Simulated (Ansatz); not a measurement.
## Zone-centre phonons of LiCl at 16 GPa: input and output

All numbers below come from Ansatz, DFT PBEsol, scalar-relativistic, plane waves, PAW.

Launched with:
```bash
ansatz run input.yaml --threads 1 --pin off --max-ram 1228MiB --backend cpu --events-out ev --progress --plain --runs-dir out
```

Input (bare energies are in eV):
```yaml
crystal:
  lattice:
    - [0.0, 2.3220964737, 2.3220964737]
    - [2.3220964737, 0.0, 2.3220964737]
    - [2.3220964737, 2.3220964737, 0.0]
  atoms:
    - { symbol: Li, position: [0.0, 0.0, 0.0] }
    - { symbol: Cl, position: [0.5, 0.5, 0.5] }
basis:
  ecutwfc: 420
kpoints:
  mp_grid: { grid: [8, 8, 8] }
hamiltonian:
  xc: pbesol
scf:
  occupations: { method: fixed }
output:
  eigenvalues: true
phonons:
  method: dfpt
  dielectric: true
  rigid_motions: translations
  eigenvectors: true
```

Results section of the output:
```
--- Phonons (Γ-DFPT): 2 representative perturbations + reference, on 59 of 512 k-points (Σ response iterations 7) ---
  k mesh reduced under 8 symmetry operations, with k and −k counted as one. Each operation leaves every solved perturbation unchanged. A smaller set is not considered because the run solves the response ...
  ASR residual: 8.783e-5 → 0.000e0 eV/Å²; symmetrization residual: 7.438e-7 eV/Å²
  ASR residual per site (eV/Å²): 1.40e-5 8.78e-5
  Γ frequencies (cm⁻¹): 0.00 0.00 0.00 382.25 382.25 382.25
  ε∞ (high-frequency dielectric tensor):
        3.498289     0.000000    -0.000000
        0.000000     3.498289     0.000000
       -0.000000     0.000000     3.498289
  ε⁰ (static dielectric tensor: ions relaxed, cell fixed):
        6.370989    -0.000000     0.000000
       -0.000000     6.370989    -0.000000
        0.000000    -0.000000     6.370989
  ε⁰ − ε∞ (ionic part):
        2.872700    -0.000000     0.000000
       -0.000000     2.872700    -0.000000
        0.000000    -0.000000     2.872700
  softest optical mode at Γ: 382.25 cm⁻¹; the repairs (sum rule, projections) moved no ω² at Γ by more than (0.92 cm⁻¹)²
  Born effective charges Z* (e; rows j = field, columns β = displacement):
    site 0:
         1.11345   -0.00000    0.00000
        -0.00000    1.11345   -0.00000
         0.00000    0.00000    1.11345
    site 1:
        -1.11345    0.00000   -0.00000
         0.00000   -1.11345    0.00000
        -0.00000   -0.00000   -1.11345
  Z* charge neutrality: 1.863e-4 e pre-enforcement
  solved inside a basis spanned on kpoints, on 8×8×8 k-points, its susceptibility summed on 12×12×12: ε∞ is read to err by 7.6e-3, Z* by 7.5e-3 e (field_mesh: kpoints solves on kpoints); Z* is corrected for ...
  optical modes at Γ without the LO–TO term, one row a degenerate level:
      ω (cm⁻¹) modes IR ((D/Å)²/amu)
        382.25      3            14.7848
  optical modes at Γ + LO–TO along q̂ = [1.0000, 0.0000, 0.0000]:
      ω (cm⁻¹) modes IR ((D/Å)²/amu)
        382.25      2             9.8566
        515.85      1             4.9283
  optical modes at Γ + LO–TO along q̂ = [0.0000, 1.0000, 0.0000]:
      ω (cm⁻¹) modes IR ((D/Å)²/amu)
        382.25      2             9.8566
        515.85      1             4.9283
  optical modes at Γ + LO–TO along q̂ = [0.0000, 0.0000, 1.0000]:
      ω (cm⁻¹) modes IR ((D/Å)²/amu)
        382.25      2             9.8566
        515.85      1             4.9283
```

The run took 25 s on 1 thread of Arm Neoverse N1, with other jobs on the host, peak memory 0.47 GiB.